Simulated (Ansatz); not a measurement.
# C (hexagonal diamond): single point, part 2 of 2

The task, for C (hexagonal diamond): 7 runs in a chain (single point).

Ansatz 0.2.0; DFT r2SCAN, scalar-relativistic, plane waves, PAW. The steps go on from the part before.

## (5) Bond along c 1.53 A in the measured cell

input.yaml

```yaml
crystal:
  lattice:
    - [2.51, 0.0, 0.0]
    - [-1.255, 2.1737237635, 0.0]
    - [0.0, 0.0, 4.16]
  atoms:
    - { symbol: C, position: [0.3333333333, 0.6666666667, 0.06610577] }
    - { symbol: C, position: [0.6666666667, 0.3333333333, 0.56610577] }
    - { symbol: C, position: [0.6666666667, 0.3333333333, 0.93389423] }
    - { symbol: C, position: [0.3333333333, 0.6666666667, 0.43389423] }
scf:
  occupations: { method: fixed }
output:
  forces: true
  stress: true
  eigenvalues: true
  write_density: true
  write_potential: true
  elf: true
  volumetric_format: npy
hamiltonian:
  xc: r2scan
kpoints:
  mp_grid: { grid: [12, 12, 8] }
basis:
  ecutwfc: 560
```

Run with:

```
ansatz run input.yaml --threads 4 --pin off --max-ram 8192MiB --backend cpu --events-out ev --progress --plain --runs-dir out
```

Output, cut to the lines that bear on the results:

```text
Warning: RAYON_NUM_THREADS=4 ignored (pool sized by the plan → 4); use --threads N
[...]
Pseudopotentials: kind: paw
Pseudopotential: C, paw, valence charge 4, recommended cutoff 500 eV (meta_gga), C.paw.azcp
Functional definition: r2SCAN
[...]
Crystal: 4 atoms, lattice volume = 22.697 Å³
Basis set: ecut = 560 eV, 701 PW (Γ), exchange–correlation on 80×80×144 points (64 copies of the dense FFT grid, shifted against one another)
Bands: 12, of which v1, the nominal top of the filled ones, is band 8 counted from 1 (7 counted from 0)
Symmetry: 24 space group operations
Space group: P63/mmc (ITA 194), of the structure as read, at distance tolerance 2.8e-5 Å
k-points: 95 of 1152
[...]
SCF iter   1: F=—  HF=-1005.971921 eV  |F-HF|=—  |Δ(HF+E_count)|=         —  Δρ=1.01e-2  dr2=8.36e-3  dr2_τ=7.55e-1  ethr=1.77e-3  ⟨swp⟩=5.3  Hψ=6246  notcnv=0  defer=173
[...]
SCF iter   6: F=-1006.082793 eV  HF=-1006.082793 eV  |F-HF|=7.70e-11  |Δ(HF+E_count)|=   3.92e-8  Δρ=1.19e-6  dr2=9.40e-11  dr2_τ=1.43e-11  ethr=1.76e-10  ⟨swp⟩=8.6  Hψ=8134  notcnv=0
[...]
SCF converged after 6 iterations
Free energy (F): -1006.082793 eV
[...]
E sigma→0 (E₀):  -1006.082793 eV
Fermi energy:    13.854655 eV
[...]
--- Forces (eV/Å), atoms counted from 1 ---
  atom   1  C     -0.00000000    -0.00000000    -1.10578601
  atom   2  C      0.00000000     0.00000000    -1.10578601
  atom   3  C      0.00000000     0.00000000     1.10578601
  atom   4  C     -0.00000000    -0.00000000     1.10578601
[...]
--- Stress (GPa, compression-positive) ---
       -3.890936      -0.000000      -0.000000
       -0.000000      -3.890936      -0.000000
       -0.000000      -0.000000       3.011921
  P = ⅓ Tr σ = -1.5900 GPa (-15.900 kbar)
--- Band table (eV; the first three rows and the last of 95) ---
  k-point 0: bands = ["-9.4042", "-3.5164", "-0.9769", "10.3490", "10.3490", "12.5787", "13.8547", "13.8547", "18.5710", "18.5710", "19.8192", "21.9482"]
[...]
```

It took 0.81 s on 4 threads of Intel Xeon 6975P-C (Granite Rapids), shared host; peak memory 0.45 GiB.

Density in a lattice plane of the grid's cell (edges 2.51 and 4.16 Å, at 0.333 of the third edge), which holds C.

Values in e/Å³, 12 rows by 8 columns:
```
0.74 0.50 0.54 0.91 1.51 1.75 1.71 1.32
0.43 0.25 0.28 0.57 1.19 1.76 1.60 0.95
0.31 0.16 0.19 0.43 0.99 1.59 1.42 0.77
0.42 0.24 0.27 0.55 1.18 1.79 1.62 0.94
0.74 0.50 0.55 0.92 1.52 1.75 1.71 1.33
0.94 0.75 0.79 1.08 1.52 1.64 1.63 1.37
0.74 0.71 0.72 0.78 0.87 0.93 0.91 0.82
0.42 0.49 0.48 0.40 0.34 0.30 0.31 0.34
0.31 0.40 0.38 0.29 0.20 0.16 0.17 0.21
0.43 0.49 0.49 0.41 0.35 0.32 0.32 0.36
0.74 0.71 0.72 0.77 0.87 0.92 0.90 0.82
0.96 0.77 0.81 1.11 1.56 1.69 1.68 1.41
```
Columns run along the first of these edges and rows up along the second, over one cell in 8 and 12 even steps from the bottom left corner. Atoms in the plane (fractional): C at (0.67, 0.57), C at (0.67, 0.93).

ELF in the same plane.

Values, 12 rows by 8 columns:
```
0.67 0.45 0.51 0.70 0.49 0.08 0.18 0.62
0.38 0.16 0.21 0.49 0.65 0.65 0.66 0.62
0.25 0.06 0.09 0.41 0.79 0.92 0.90 0.69
0.37 0.15 0.20 0.48 0.66 0.69 0.69 0.61
0.67 0.45 0.51 0.70 0.49 0.09 0.18 0.62
0.79 0.61 0.66 0.82 0.67 0.27 0.39 0.77
0.67 0.53 0.57 0.69 0.66 0.52 0.56 0.68
0.37 0.43 0.42 0.34 0.26 0.21 0.21 0.28
0.25 0.42 0.39 0.20 0.08 0.04 0.04 0.09
0.38 0.44 0.42 0.36 0.27 0.22 0.23 0.29
0.67 0.53 0.56 0.69 0.66 0.51 0.55 0.68
0.80 0.62 0.67 0.83 0.68 0.26 0.39 0.78
```
Columns run along the first of these edges and rows up along the second, over one cell in 8 and 12 even steps from the bottom left corner. Atoms in the plane (fractional): C at (0.67, 0.57), C at (0.67, 0.93).

Both are smooth fields of the valence electrons: close to the nuclei they are not physical.

Maxima of ELF outside the ion cores: 0.94 on the C–C line, 0.8 Å from C.

## (6) Bond along c 1.5 A in the measured cell

input.yaml

```yaml
crystal:
  lattice:
    - [2.51, 0.0, 0.0]
    - [-1.255, 2.1737237635, 0.0]
    - [0.0, 0.0, 4.16]
  atoms:
    - { symbol: C, position: [0.3333333333, 0.6666666667, 0.06971154] }
    - { symbol: C, position: [0.6666666667, 0.3333333333, 0.56971154] }
    - { symbol: C, position: [0.6666666667, 0.3333333333, 0.93028846] }
    - { symbol: C, position: [0.3333333333, 0.6666666667, 0.43028846] }
scf:
  occupations: { method: fixed }
output:
  forces: true
  stress: true
  eigenvalues: true
hamiltonian:
  xc: r2scan
kpoints:
  mp_grid: { grid: [12, 12, 8] }
basis:
  ecutwfc: 560
```

Run with:

```
ansatz run input.yaml --threads 4 --pin off --max-ram 8192MiB --backend cpu --events-out ev --progress --plain --runs-dir out
```

Output, cut to the lines that bear on the results:

```text
Warning: RAYON_NUM_THREADS=4 ignored (pool sized by the plan → 4); use --threads N
[...]
[... 3 set-up lines as earlier in the session ...]
[...]
Crystal: 4 atoms, lattice volume = 22.697 Å³
Basis set: ecut = 560 eV, 701 PW (Γ), exchange–correlation on 80×80×144 points (64 copies of the dense FFT grid, shifted against one another)
Bands: 12, of which v1, the nominal top of the filled ones, is band 8 counted from 1 (7 counted from 0)
[... 2 set-up lines as earlier in the session ...]
k-points: 95 of 1152
[...]
SCF iter   1: F=—  HF=-1005.868614 eV  |F-HF|=—  |Δ(HF+E_count)|=         —  Δρ=1.03e-2  dr2=9.07e-3  dr2_τ=7.55e-1  ethr=1.77e-3  ⟨swp⟩=5.4  Hψ=6308  notcnv=0  defer=179
[...]
SCF iter   6: F=-1005.978410 eV  HF=-1005.978410 eV  |F-HF|=6.82e-11  |Δ(HF+E_count)|=   3.51e-8  Δρ=1.04e-6  dr2=7.05e-11  dr2_τ=1.14e-11  ethr=1.32e-10  ⟨swp⟩=5.1  Hψ=5791  notcnv=0
[...]
SCF converged after 6 iterations
Free energy (F): -1005.978410 eV
[...]
E sigma→0 (E₀):  -1005.978410 eV
Fermi energy:    14.148646 eV
[...]
--- Forces (eV/Å), atoms counted from 1 ---
  atom   1  C      0.00000000    -0.00000000    -2.39180958
  atom   2  C      0.00000000     0.00000000    -2.39180958
  atom   3  C      0.00000000     0.00000000     2.39180958
  atom   4  C     -0.00000000    -0.00000000     2.39180958
[...]
--- Stress (GPa, compression-positive) ---
       -3.865980      -0.000000      -0.000000
       -0.000000      -3.865980      -0.000000
       -0.000000      -0.000000       4.678431
  P = ⅓ Tr σ = -1.0178 GPa (-10.178 kbar)
--- Band table (eV; the first three rows and the last of 95) ---
  k-point 0: bands = ["-9.4045", "-3.4101", "-1.2201", "10.4216", "10.4216", "12.0428", "14.1486", "14.1486", "18.3540", "18.3540", "20.3590", "22.0331"]
[...]
```

Run time: 0.8 s. Hardware: 4 threads of Intel Xeon 6975P-C (Granite Rapids), shared host; peak memory 0.45 GiB.

## (7) Bond along c 1.47 A in the measured cell

input.yaml

```yaml
crystal:
  lattice:
    - [2.51, 0.0, 0.0]
    - [-1.255, 2.1737237635, 0.0]
    - [0.0, 0.0, 4.16]
  atoms:
    - { symbol: C, position: [0.3333333333, 0.6666666667, 0.07331731] }
    - { symbol: C, position: [0.6666666667, 0.3333333333, 0.57331731] }
    - { symbol: C, position: [0.6666666667, 0.3333333333, 0.92668269] }
    - { symbol: C, position: [0.3333333333, 0.6666666667, 0.42668269] }
scf:
  occupations: { method: fixed }
output:
  forces: true
  stress: true
  eigenvalues: true
hamiltonian:
  xc: r2scan
kpoints:
  mp_grid: { grid: [12, 12, 8] }
basis:
  ecutwfc: 560
```

Run with:

```
ansatz run input.yaml --threads 4 --pin off --max-ram 8192MiB --backend cpu --events-out ev --progress --plain --runs-dir out
```

Output, cut to the lines that bear on the results:

```text
[...]
SCF converged after 6 iterations
Free energy (F): -1005.793620 eV
[...]
E sigma→0 (E₀):  -1005.793620 eV
Fermi energy:    14.450682 eV
[...]
--- Forces (eV/Å), atoms counted from 1 ---
  atom   1  C      0.00000000    -0.00000000    -3.78562900
  atom   2  C      0.00000000     0.00000000    -3.78562900
  atom   3  C     -0.00000000     0.00000000     3.78562900
  atom   4  C     -0.00000000    -0.00000000     3.78562900
[...]
--- Stress (GPa, compression-positive) ---
       -3.475361      -0.000000      -0.000000
       -0.000000      -3.475361      -0.000000
       -0.000000      -0.000000       7.984638
  P = ⅓ Tr σ = 0.3446 GPa (3.446 kbar)
--- Band table (eV; the first three rows and the last of 95) ---
  k-point 0: bands = ["-9.4102", "-3.3008", "-1.4787", "10.4821", "10.4821", "11.5136", "14.4507", "14.4507", "18.1182", "18.1182", "20.9188", "22.1237"]
[...]
```

It took 0.77 s on 4 threads of Intel Xeon 6975P-C (Granite Rapids), shared host; peak memory 0.41 GiB.

## (8) Bond along c 1.44 A in the measured cell

input.yaml

```yaml
crystal:
  lattice:
    - [2.51, 0.0, 0.0]
    - [-1.255, 2.1737237635, 0.0]
    - [0.0, 0.0, 4.16]
  atoms:
    - { symbol: C, position: [0.3333333333, 0.6666666667, 0.07692308] }
    - { symbol: C, position: [0.6666666667, 0.3333333333, 0.57692308] }
    - { symbol: C, position: [0.6666666667, 0.3333333333, 0.92307692] }
    - { symbol: C, position: [0.3333333333, 0.6666666667, 0.42307692] }
scf:
  occupations: { method: fixed }
output:
  forces: true
  stress: true
  eigenvalues: true
  write_density: true
  write_potential: true
  elf: true
  volumetric_format: npy
hamiltonian:
  xc: r2scan
kpoints:
  mp_grid: { grid: [12, 12, 8] }
basis:
  ecutwfc: 560
```

Run with:

```
ansatz run input.yaml --threads 4 --pin off --max-ram 8192MiB --backend cpu --events-out ev --progress --plain --runs-dir out
```

Output, cut to the lines that bear on the results:

```text
[...]
SCF converged after 6 iterations
Free energy (F): -1005.522018 eV
[...]
E sigma→0 (E₀):  -1005.522018 eV
Fermi energy:    14.760097 eV
[...]
--- Forces (eV/Å), atoms counted from 1 ---
  atom   1  C      0.00000000    -0.00000000    -5.28522916
  atom   2  C      0.00000000     0.00000000    -5.28522916
  atom   3  C     -0.00000000     0.00000000     5.28522916
  atom   4  C     -0.00000000    -0.00000000     5.28522916
[...]
--- Stress (GPa, compression-positive) ---
       -2.666924      -0.000000      -0.000000
       -0.000000      -2.666924      -0.000000
       -0.000000      -0.000000      13.134385
  P = ⅓ Tr σ = 2.6002 GPa (26.002 kbar)
--- Band table (eV; the first three rows and the last of 95) ---
  k-point 0: bands = ["-9.4219", "-3.1891", "-1.7517", "10.5288", "10.5288", "10.9921", "14.7601", "14.7601", "17.8634", "17.8634", "21.4960", "22.2194"]
[...]
```

Wall time 0.81 s (4 threads of Intel Xeon 6975P-C (Granite Rapids), shared host); peak memory 0.45 GiB.

Density in a lattice plane of the grid's cell (edges 2.51 and 4.16 Å, at 0.333 of the third edge), which holds C.

Values in e/Å³, 12 rows by 8 columns:
```
0.72 0.47 0.52 0.90 1.51 1.75 1.71 1.32
0.44 0.25 0.28 0.59 1.28 1.93 1.75 1.02
0.33 0.17 0.20 0.47 1.14 1.86 1.66 0.87
0.43 0.24 0.27 0.59 1.29 1.96 1.77 1.02
0.72 0.48 0.52 0.91 1.52 1.75 1.72 1.33
0.89 0.72 0.76 1.03 1.44 1.58 1.56 1.30
0.72 0.71 0.72 0.75 0.80 0.84 0.82 0.76
0.43 0.52 0.51 0.41 0.32 0.28 0.28 0.33
0.33 0.44 0.42 0.30 0.20 0.15 0.16 0.22
0.44 0.53 0.52 0.42 0.33 0.29 0.30 0.35
0.72 0.71 0.72 0.75 0.80 0.83 0.82 0.76
0.91 0.74 0.77 1.05 1.47 1.62 1.60 1.33
```
Columns run along the first of these edges and rows up along the second, over one cell in 8 and 12 even steps from the bottom left corner. Atoms in the plane (fractional): C at (0.67, 0.58), C at (0.67, 0.92).

ELF in the same plane.

Ten even steps from ' ' (0.04) to '@' (0.93):
```
##**++++##%%##++::    --##%%
**==----++****==::    ::++##
==::....--++****++====++**++
--..    ..==**%%%%@@@@%%##++
::      ..--**%%@@@@@@@@%%++
--..    ..==**##%%@@%%%%##++
==::....--++****++====++****
**==----++****++::  ..--++##
##**++++##%%##++::  ..--##%%
%%##****##%%%%##==----++%%%%
##******##%%%%##**++++**##%%
**++++++++******++====++****
============----::::::::--==
--======--::....        ..::
::======--::..            ..
--======--::....        ....
============----::::::::--==
**++++++********++====++****
##******##%%%%##**++++**%%%%
%%##****##%%%%##++----++%%%%
```
Columns run along the first of these edges and rows up along the second, over one cell in 14 and 20 even steps from the bottom left corner. Atoms in the plane (fractional): C at (0.67, 0.58), C at (0.67, 0.92).

Both are smooth fields of the valence electrons: close to the nuclei they are not physical.

Maxima of ELF outside the ion cores: 0.94 on the C–C line, 0.8 Å from C.

## (9) Results

This closing draws on all 2 parts.

```
step  volume (Å³/atom)  pressure (GPa)  energy above the lowest (meV/atom)  gap on the mesh (eV)    time
   2              5.67             0.5                                33.4                  3.77  0.81 s
   3              5.67            -0.7                                 9.2                  3.94  0.67 s
   4              5.67            -1.5                                 0.0                  3.65  0.72 s
   5              5.67            -1.6                                 7.6                  2.97  0.81 s
   6              5.67            -1.0                                33.7                  2.27   0.8 s
   7              5.67             0.3                                79.9                  1.56  0.77 s
   8              5.67             2.6                               147.8                  0.83  0.81 s
```

The values hold for the settings typed; their convergence was not tested in this session.

These are semilocal Kohn-Sham gaps, which aren't the measured quantity. Such gaps usually fall short of the measured ones.
